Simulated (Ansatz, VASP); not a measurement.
# MoS2 in VASP and in Ansatz

File INCAR:

```
ALGO     = Normal         # electronic algorithm
EDIFF    = 1E-7           # SCF threshold, eV
ENCUT    = 520            # plane-wave cutoff, eV
GGA      = PE             # functional
ISIF     = 2              # what is computed and relaxed
ISMEAR   = 0              # smearing method
ISPIN    = 2              # spin polarisation
LASPH    = T              # aspherical terms in the spheres
LCHARG   = F              # write CHGCAR
LDAU     = T              # DFT+U
LDAUJ    = 0 0          
LDAUL    = 2 -1           # shell
LDAUPRINT= 1            
LDAUTYPE = 2            
LDAUU    = 4 0            # U, eV
LMAXMIX  = 4              # l up to which the mixer works
LORBIT   = 11             # projections on sites
LREAL    = F              # projectors in reciprocal space
LWAVE    = F              # write WAVECAR
MAGMOM   = 1.22 -0.04 -0.04 # initial moments
NBANDS   = 24             # bands
NELM     = 150            # most SCF steps
PREC     = Accurate       # precision mode
SIGMA    = 0.05           # smearing width, eV
```

File KPOINTS:

```
k-points
0
Gamma
  7 7 7
```

The input POSCAR:

```
MoS2
1.0
    1.5855002900      0.9153890200      6.1149982500
   -1.5855002900      0.9153890200      6.1149982500
    0.0000000000     -1.8307780400      6.1149982500
Mo S
1 2
Direct
    0.0000000000      0.0000000000      0.0000000000
    0.7500000000      0.7500000000      0.7500000000
    0.2500000000      0.2500000000      0.2500000000
```

Input for Ansatz:

```yaml
crystal:
  lattice:
    - [1.58550029, 0.91538902, 6.11499825]
    - [-1.58550029, 0.91538902, 6.11499825]
    - [0.0, -1.83077804, 6.11499825]
  atoms:
    - { symbol: Mo, position: [0.0, 0.0, 0.0], spin: 2.0 }
    - { symbol: S, position: [0.75, 0.75, 0.75] }
    - { symbol: S, position: [0.25, 0.25, 0.25] }
basis:
  ecutwfc: 420
  ecutrho_ratio: 4
kpoints:
  mp_grid: { grid: [7, 7, 7] }
hamiltonian:
  xc: pbe
  hubbard:
    sites:
      - { site: 0, l: d, u_eff: 4.0, starting_ns: [{ spin: up, occupation_matrix: s0up }, { spin: down, occupation_matrix: s0down }] }
    occupation_matrices:
      s0up:
        matrix:
          - [0.02, 0.0, 0.0, 0.0, 0.0]
          - [0.0, 0.02, 0.0, 0.0, 0.0]
          - [0.0, 0.0, 0.02, 0.0, 0.0]
          - [0.0, 0.0, 0.0, 0.97, 0.0]
          - [0.0, 0.0, 0.0, 0.0, 0.97]
      s0down:
        matrix:
          - [0.02, 0.0, 0.0, 0.0, 0.0]
          - [0.0, 0.02, 0.0, 0.0, 0.0]
          - [0.0, 0.0, 0.02, 0.0, 0.0]
          - [0.0, 0.0, 0.0, 0.02, 0.0]
          - [0.0, 0.0, 0.0, 0.0, 0.02]
    ns_hold: { iters: 12 }
scf:
  occupations: { method: gaussian, width: 0.05 }
  lower_state_search: "off"
  max_iter: 150
output:
  forces: true
  stress: true
  eigenvalues: true
  populations: true
  hubbard: { sites: [{ site: 0, l: d }] }
magnetization:
  spin_polarized: true
```

Alike in both runs: task single point; functional PBE; k mesh 7 × 7 × 7; occupations gaussian, width 0.05 eV; collinear spin; Hubbard terms Mo d U = 4.0 eV.

|  | VASP | Ansatz |
| --- | --- | --- |
| version | VASP 6.6.1 | Ansatz 0.2.0 |
| potentials or method | VASP PAW PBE potentials, release 64 (Mo_sv, S) | scalar-relativistic, plane waves, PAW |
| plane-wave cutoff (eV) | 520 | 420 |
| valence electrons in the cell | 26 | 26 |

|  | VASP | Ansatz | Ansatz less VASP |
| --- | --- | --- | --- |
| gap on the k mesh at the Fermi level (eV) | none | none | - |
| pressure (GPa) | 10.5 | 16.2 | +5.73 |
| largest component of the traceless stress (GPa) | 2.19 | 2.53 | +0.332 |
| rms of the force components (eV/Å) | 0.569 | 0.624 | +0.0555 |
| net moment per atom (μB) | 0.05 | 0.49 | +0.443 |
| size of the moment on the site where the two differ most (μB) | 0.12 | 1.11 | +0.998 |

The net moments differ so much that the two runs ended in different magnetic states, which moves the other rows too. Site moments also hang on the region over which each program counts them. The programs project onto different local orbitals, so the same U acts differently. Atom by atom the forces differ by 0.056 eV/Å (rms over components). A gap of «none» marks a metal or a gap that the smearing closes. Ansatz warned: «filled_band_counts_differ_across_k_points».

Caveats: the cell's inner coordinates are idealised or old, which leaves forces on the atoms. The state reached can hang on the start; a lower one may exist.
